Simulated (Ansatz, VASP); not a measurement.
## AlN: VASP beside Ansatz

```xyz
4
Lattice="3.3135 0.0000 0.0000 -1.6567 2.8696 0.0000 0.0000 0.0000 4.1876" Properties=species:S:1:pos:R:3 pbc="T T T"
Al    0.0000    1.9130    3.2366
Al    1.6567    0.9565    1.1428
N     0.0000    1.9130    0.8621
N     1.6567    0.9565    2.9559
```

Change from the starting cell: mode 4 frozen in at -0.185 Å, equal normal strain along x, y and z +0.0000.

Alike in both runs: task single point; functional PBE; k mesh 9 × 9 × 6; occupations gaussian, width 0.05 eV; no spin polarisation.

|  | VASP | Ansatz |
| --- | --- | --- |
| version | VASP 6.6.1 | Ansatz 0.2.0 |
| potentials or method | VASP PAW PBE potentials, release 64 (Al, N) | scalar-relativistic, plane waves, PAW |
| plane-wave cutoff (eV) | 520 | 520 |
| valence electrons in the cell | 16 | 16 |

|  | VASP | Ansatz | Ansatz less VASP |
| --- | --- | --- | --- |
| gap on the k mesh at the Fermi level (eV) | 3.59 | 3.58 | -0.009 |
| least direct gap on the mesh (eV) | 3.59 | 3.58 | -0.009 |
| pressure (GPa) | 7.3 | 7.5 | +0.16 |
| largest component of the traceless stress (GPa) | 23.90 | 23.70 | -0.200 |
| rms of the force components (eV/Å) | 0.887 | 0.884 | -0.0032 |

Atom by atom the forces differ by 0.003 eV/Å (rms over components).

Caveats: forces of over 1 eV/Å show positions far from the minimum, so gaps and moduli don't describe the material at rest.
